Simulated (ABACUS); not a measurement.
**Bi: single point with PBE**

Crystal: Bi.

```xyz
1
Lattice="-1.9814 1.9814 1.9814 1.9814 -1.9814 1.9814 1.9814 1.9814 -1.9814" Properties=species:S:1:pos:R:3 pbc="T T T"
Bi    0.0000    0.0000    0.0000
```

This isn't the form of Bi at room conditions, which is rhombohedral.

| Property | Result |
| --- | --- |
| Program | ABACUS 3.10.1 |
| Task | single point |
| Functional | PBE |
| Potentials or basis | PseudoDojo NC SR 0.4.1 PBE standard |
| Cutoff | 898 eV |
| Density cutoff | 3592 eV |
| Basis | plane waves |
| k mesh | 9 × 9 × 9 |
| Occupations | fermi-dirac, width 0.05 eV |
| Spin | no spin polarisation |
| Radial cutoff of the potentials (pseudo_rcut) | 10 bohr |
| SCF threshold on the density | 1e-08 |
| Max SCF steps | 100 |
| Eigensolver | dav |
| Mixing | broyden |
| Mixing share | 0.7 |
| Symmetry key | 1 |
| Bands | 12 |

```yaml
Pressure: 0.9 GPa
Band_gap_on_the_k_mesh: none (metal or under the smearing width)
```

Levels at points of the mesh, in eV from the Fermi level:
| k point | band 5 | band 6 | band 7 | band 8 | band 9 |
| --- | --- | --- | --- | --- | --- |
| (0.00, 0.00, 0.00) | -22.93 | -13.54 | 5.10 | 5.10 | 5.10 |

It took 4.1 s on 4 MPI ranks on Intel(R) Xeon(R) Platinum 8488C (Sapphire Rapids) (shared host), peak memory 0.2 GiB a rank.

Caveat: spin-orbit coupling is left out, which moves the levels of the heavy elements.
